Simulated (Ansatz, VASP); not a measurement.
# Two plane-wave programs on SrO

```
Sr O
1.0
     0.00000    2.56630    2.56630
     2.56630    0.00000    2.56630
     2.56630    2.56630    0.00000
Sr O
1 1
Direct
  0.50000 0.50000 0.50000
  0.00000 0.00000 0.00000
```

Alike in both runs: task relaxation of cell and atoms; functional PBEsol; k mesh 9 × 9 × 9; occupations fermi-dirac, width 0.05 eV; no spin polarisation.

|  | VASP | Ansatz |
| --- | --- | --- |
| version | VASP 6.6.1 | Ansatz 0.2.0 |
| potentials or method | VASP PAW PBE potentials, release 64 (Sr_sv, O) | Ansatz PAW |
| plane-wave cutoff (eV) | 600 | 420 |
| valence electrons in the cell | 16 | 16 |

Ansatz gave:

```
gap on the k mesh at the Fermi level, each at its own relaxed structure (eV) : 3.25
relaxed volume (Å³/atom)                                                     : 16.81
relaxed cell length with the largest relative difference (Å)                 : 3.622
```

Question: Estimate VASP's values.

Answer: gap on the k mesh at the Fermi level, each at its own relaxed structure (eV): 3.21; relaxed volume (Å³/atom): 16.90; relaxed cell length with the largest relative difference (Å): 3.629.

Caveats: the relaxation stopped at its first step, so nothing moved (VASP); the PAW data sets were made with another functional, which shifts forces and pressure a little (VASP); an odd mesh through Γ misses points on the zone boundary, where band edges often lie (VASP); odd divisions of the mesh miss points on the zone boundary, where band edges often lie, so the gap on the mesh can be too wide (Ansatz); the plane-wave basis is chosen anew once the cell has moved, so the energies of steps on either side of that aren't comparable (Ansatz); the pressure holds a Pulay correction of +0.4 GPa for the finite cutoff (Ansatz); the PAW data sets come from PBE, with cores solved anew for the run's functional, which leaves a small shift of forces and pressure (Ansatz). As with any semilocal functional, this PBEsol gap is likely too small.
